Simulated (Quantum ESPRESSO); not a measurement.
Runs of Quantum ESPRESSO 7.5 on C. Symmetry: Fd-3m, No. 227, cubic system. Conventional cell: a = 3.567 Å, b = 3.567 Å, c = 3.567 Å, α = 90.00°, β = 90.00°, γ = 90.00°. Around C (site symmetry -43m) lie 4 C at 1.54 Å. This isn't the form of C at room conditions, which is graphite.

```tsv
task	level	potentials or basis	spin	cell	k mesh	cutoff (eV)	smearing	share of exact exchange	q mesh for exact exchange	cutoff for exact exchange	symmetry	mixing beta	other keys	mesh quality	gap on the mesh (eV)	pressure (GPa)
single point	r2SCAN-X	SG15 PBE 1.2	off	as given	6 × 6 × 6	1197	fixed	0.25	6 × 6 × 6	2394.6 eV	off	0.5	-	coarse	6.10	-
band structure	vdW-DF	PseudoDojo 0.4.1 SR PBE standard	collinear, antiferromagnetic start	atoms moved at random, drawn with an rms of 0.1 Å	7 × 7 × 7	1116	fermi-dirac 0.025 eV	-	-	-	-	0.3	diagonalization = cg; diago_david_ndim = 4	coarse	4.16	11.8
single point	r2SCAN-X	SG15 PBE 1.2	off	as given	6 × 6 × 6	1197	fixed	0.05	6 × 6 × 6	2394.6 eV	off	0.5	-	coarse	4.64	-
single point	PBE	SG15 PBE 1.2	off	as given	6 × 6 × 6	1197	fermi-dirac 0.05 eV	-	-	-	-	0.5	-	coarse	(a)	0.5
band structure	PBEsol	GBRV 1.5 PBEsol	off	as given	13 × 13 × 13	612	fixed	-	-	-	-	0.5	-	not flagged	(b)	-4.7
relaxation of cell and atoms	LDA	JTH 2.0 LDA	off	relaxed	13 × 13 × 13	490	methfessel-paxton 0.136 eV	-	-	-	-	0.5	-	not flagged	4.18	-
single point	r2SCAN-X	SG15 PBE 1.2	off	as given	6 × 6 × 6	1197	fixed	0.15	6 × 6 × 6	2394.6 eV	off	0.5	-	coarse	5.36	-
single point	r2SCAN-X	SG15 PBE 1.2	off	as given	6 × 6 × 6	1197	fixed	0.1	6 × 6 × 6	2394.6 eV	off	0.5	-	coarse	5.00	-
band structure	EV93	PseudoDojo 0.5 SR PBE standard	off	volume scaled by 1.25	13 × 13 × 13	1116	fixed	-	-	-	-	0.5	-	not flagged	4.43	-39.6
```

Fill in the values left out.

(a) 4.19; (b) 4.02.

Caveats: some runs use coarse meshes; the potentials were made for another functional, which shifts forces and pressure (some runs); this program's forces and stress for hybrids aren't reliable and aren't listed (some runs); the mesh misses the band edges, which the band path finds closer together (some runs); the cutoff is low for these files, which shifts pressure and relaxed volume (some runs); this smearing can shift energies of a crystal with a gap (some runs); an odd mesh through Γ misses points on the zone boundary, where band edges often lie (some runs); the potentials were made for a functional far from this one (some runs).
